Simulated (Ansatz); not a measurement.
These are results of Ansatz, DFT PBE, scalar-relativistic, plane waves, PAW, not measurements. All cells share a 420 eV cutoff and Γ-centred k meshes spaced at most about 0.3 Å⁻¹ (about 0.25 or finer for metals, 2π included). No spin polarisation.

These are static total energies at zero pressure.

Compare these two cells of B3N, each relaxed at this level.

1.

```
CELL_PARAMETERS angstrom
2.46271 0.00000 0.00000
0.00000 2.46271 0.00000
0.00000 0.00000 4.44612
ATOMIC_POSITIONS crystal
B 0.50000 0.00000 0.70395
B 0.00000 0.00000 0.00000
B 0.00000 0.50000 0.29606
N 0.50000 0.50000 0.50000
```

2.

```
CELL_PARAMETERS angstrom
3.48495 0.00000 0.00000
0.00000 4.45466 0.00000
0.00000 0.00000 3.46112
ATOMIC_POSITIONS crystal
B 0.50000 0.28796 0.25000
B 0.00000 0.30380 0.75000
B 0.21358 0.00000 0.00000
B 0.78642 0.00000 0.50000
B 0.00000 0.69620 0.25000
B 0.50000 0.71204 0.75000
N 0.74509 0.50000 0.00000
N 0.25491 0.50000 0.50000
```

Question: Which is lower in energy, and by how much?

Answer: They are level within the accuracy (5 meV/atom apart, with cell 2 the lower in these runs). Cell 1 has space group P-4m2 (No. 115), 6.7 Å³/atom and no gap on its mesh; cell 2 has space group P222_1 (No. 17), 6.7 Å³/atom and no gap. Counting B atoms around N (those within 1.25 times the shortest such distance or 1.15 times the sum of covalent radii, 1.27 where that leaves under three), cell 1 and cell 2 both have N 4. Cell 1 and cell 2 both hold B–B nets. Origin: cell 1, invented; cell 2, invented, then shaken at random and relaxed again.

For metals, differences of a few meV/atom aren't resolved. Cells relaxed within their symmetry can be saddle points.
